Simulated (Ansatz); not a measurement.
**KCl: do energies and stresses tell the same story?**

Computed with DFT r2SCAN, scalar-relativistic, plane waves, PAW in Ansatz 0.2.0.

Cutoff 500 eV; k points 6×6×6 on the computed 2-atom cell (Γ-centred); Gaussian smearing, width 0.02 eV; no spin polarisation.

Relaxed cell: Fm-3m, a = 6.293 Å, b = 6.293 Å, c = 6.293 Å, α = 90.00°, β = 90.00°, γ = 90.00°, 2 atoms in the primitive cell.

Energies at zero smearing and pressures from the stress tensor, at volumes with shape and atoms relaxed:
| V (Å³/atom) | E − E(first) (meV/atom) | P (GPa) |
| --- | --- | --- |
| 29.282 | 0.00 | 1.382 |
| 30.216 | -5.80 | 0.630 |
| 31.151 | -7.59 | 0.001 |
| 32.085 | -6.01 | -0.525 |
| 33.020 | -1.63 | -0.965 |

Problem. Check P = −dE/dV between neighbouring volumes, and get the bulk modulus from the pressures alone.

Solution. With 1 eV/Å³ = 160.2 GPa:
```json
{"middle V (Å³/atom)": "29.749", "−ΔE/ΔV (GPa)": "0.995", "mean P (GPa)": "1.006"}
{"middle V (Å³/atom)": "30.684", "−ΔE/ΔV (GPa)": "0.307", "mean P (GPa)": "0.316"}
{"middle V (Å³/atom)": "31.618", "−ΔE/ΔV (GPa)": "-0.270", "mean P (GPa)": "-0.262"}
{"middle V (Å³/atom)": "32.553", "−ΔE/ΔV (GPa)": "-0.752", "mean P (GPa)": "-0.745"}
```

The two differ by 0.011 GPa at most. The mean of two end pressures misses the average over a step by about ΔV² P″/12, up to 0.011 GPa here; with that taken off 0.001 GPa remains. Around V = 31.151 Å³/atom, the two neighbours give B = −V ΔP/ΔV = 31.151 × 1.155 / 1.869 = 19.3 GPa, against B0 = 19.1 GPa from the Birch–Murnaghan fit of the energies.